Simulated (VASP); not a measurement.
Fe: relaxation of cell and atoms with r2SCAN+rVV10

The system is Fe.

```
CELL_PARAMETERS angstrom
-1.39500 1.39500 1.39500
1.39500 -1.39500 1.39500
1.39500 1.39500 -1.39500
ATOMIC_POSITIONS crystal
Fe 0.00000 0.00000 0.00000
```

The cell was built by a generator and needn't be a form met in nature.

```yaml
Program: VASP 6.6.1
Task: relaxation of cell and atoms
Functional: r2SCAN
Dispersion: rVV10
Potentials_or_basis: VASP PAW PBE potentials, release 64 (Fe)
Cutoff: 600 eV
k_mesh: 20 × 20 × 20
Occupations: methfessel-paxton, width 0.1 eV
Spin: collinear spin, ferromagnetic start
Starting_moments: "[2.5] μB"
Further_INCAR_settings: ALGO = Normal; EDIFF = 1e-07; IBRION = 2; EDIFFG = -0.005; NSW = 40; ISIF = 3
```

The relaxed volume is 11.66 Å³/atom, the relaxed cell is a = 2.475 Å, b = 2.475 Å, c = 2.475 Å, α = 109.47°, β = 109.47°, γ = 109.47° and the space group after relaxing (to 0.05 Å) is Im-3m (No. 229). The energy gained by relaxing is 36.4 meV/atom, the ionic steps are 3 and the pressure after relaxing is 0.0 GPa. The band gap on the k mesh is none (metal or under the smearing width), the net moment is 2.65 μB per cell and the site moments are Fe +2.71 μB. The valence electrons inside the program's atomic spheres are Fe 7.22.

Step by step:
| step | energy change (eV) | largest force (eV/Å) | pressure (GPa) | volume (Å³) |
| --- | --- | --- | --- | --- |
| 1 | 0.0000 | 0.0000 | 14.62 | 10.86 |
| 2 | -0.0034 | 0.0000 | -11.36 | 12.49 |
| 3 | -0.0364 | 0.0000 | 0.01 | 11.66 |

Final structure:
```xyz
1
Lattice="-1.4287 1.4287 1.4287 1.4287 -1.4287 1.4287 1.4287 1.4287 -1.4287" Properties=species:S:1:pos:R:3 pbc="T T T"
Fe    0.0000    0.0000    0.0000
```

Levels at points of the mesh, in eV from the Fermi level:
Spin up:
| k point | band 3 | band 4 | band 5 | band 6 | band 7 | band 8 |
| --- | --- | --- | --- | --- | --- | --- |
| (0.00, 0.00, 0.00) | -3.07 | -3.07 | -1.84 | -1.84 | 25.74 | 25.74 |
| (0.50, 0.00, 0.00) | -1.80 | -1.68 | -0.50 | 0.56 | 6.97 | 18.87 |
| (0.50, 0.50, 0.50) | -0.76 | -0.76 | -0.76 | 10.01 | 10.01 | 10.01 |
Spin down:
```tsv
k point	band 1	band 2	band 3	band 4	band 5	band 6	band 7
(0.00, 0.00, 0.00)	-9.17	0.36	0.36	0.36	2.58	2.58	25.37
(0.50, 0.00, 0.00)	-3.55	-1.07	-0.01	2.41	2.87	3.44	9.26
(0.50, 0.50, 0.50)	-2.72	-2.72	3.13	3.13	3.13	10.37	10.37
```

Wall time 8.1 min on 1 thread of Intel(R) Xeon(R) Platinum 8488C (Sapphire Rapids) (shared host), peak memory 0.24 GiB.

Caveat: the PAW data sets were made with another functional, which shifts forces and pressure a little.
